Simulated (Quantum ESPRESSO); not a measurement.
# Al: energy-loss spectrum under several settings

```
CELL_PARAMETERS angstrom
-1.59122 1.59122 1.59122
1.59122 -1.59122 1.59122
1.59122 1.59122 -1.59122
ATOMIC_POSITIONS crystal
Al 0.00000 0.00000 0.00000
```

This isn't the form of Al at room conditions, which is fcc.

All runs used Quantum ESPRESSO 7.5; potentials PseudoDojo 0.4.1 SR PBEsol standard; k mesh 12 × 12 × 12, shifted; given cell; no spin polarisation; cutoff 544 eV; occupations cold, width 0.2 eV.

| level | approximation | q (Å⁻¹) | direction | peak of the loss (eV) | height |
| --- | --- | --- | --- | --- | --- |
| PBEsol | adiabatic TDDFT | 0.30 | 001 | 15.4 | 11.65 |
| PBEsol | adiabatic TDDFT | 0.50 | 001 | 15.8 | 11.34 |
| PBEsol | adiabatic TDDFT | 0.75 | 001 | 16.8 | 10.94 |
| PBEsol | adiabatic TDDFT | 1.00 | 001 | ? | ? |
| PBEsol | adiabatic TDDFT | 1.30 | 001 | 21.0 | 3.86 |

Task: What stands in the row left open?

Result: Peak of the loss 18.4 eV; height 8.78.
